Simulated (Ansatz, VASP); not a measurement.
## ZnSe (Stilleite) in VASP and in Ansatz

Contents of INCAR:

```
SYSTEM = ZnSe
PREC = Accurate
ENCUT = 520
EDIFF = 1E-6
ISMEAR = 0
SIGMA = 0.01
LREAL = .FALSE.
LASPH = .TRUE.
NELM = 80
ALGO = Normal
ISIF = 2
LWAVE = .FALSE.
LCHARG = .TRUE.
GGA = PS
LELF = .TRUE.
LVHAR = .TRUE.
NBANDS = 16
```

Contents of KPOINTS:

```
Automatic mesh
0
G
  6 6 6
  0 0 0
```

File POSCAR:

```
ZnSe
1.0
    0.0000000000      2.8338000000      2.8338000000
    2.8338000000      0.0000000000      2.8338000000
    2.8338000000      2.8338000000      0.0000000000
Zn Se
1 1
Direct
    0.0000000000      0.0000000000      0.0000000000
    0.2500000000      0.2500000000      0.2500000000
```

Input for Ansatz:

```yaml
crystal:
  lattice:
    - [0.0, 2.8338, 2.8338]
    - [2.8338, 0.0, 2.8338]
    - [2.8338, 2.8338, 0.0]
  atoms:
    - { symbol: Zn, position: [0.0, 0.0, 0.0] }
    - { symbol: Se, position: [0.25, 0.25, 0.25] }
basis:
  ecutwfc: 530.0
kpoints:
  mp_grid:
    grid: [6, 6, 6]
hamiltonian:
  xc: pbesol
  pseudopotentials:
    kind: paw
scf:
  occupations:
    method: fixed
output:
  stress: true
  eigenvalues: true
```

Alike in both runs: task single point; functional PBEsol; k mesh 6 × 6 × 6; no spin polarisation.

|  | VASP | Ansatz |
| --- | --- | --- |
| version | VASP 6.6.1 | Ansatz 0.2.0 |
| potentials or method | VASP PAW PBE potentials, release 64 (Zn, Se) | plane waves, PAW |
| plane-wave cutoff (eV) | 520 | 530 |
| occupations | gaussian, width 0.01 eV | fixed |
| valence electrons in the cell | 18 | 28 |

```tsv
	VASP	Ansatz	Ansatz less VASP
gap on the k mesh at the Fermi level (eV)	1.17	1.17	-0.002
pressure (GPa)	-0.9	-1.1	-0.25
```

The two sets of potentials don't hold the same shells in valence.

Caveats: the PAW data sets were made with another functional, which shifts forces and pressure a little (VASP).
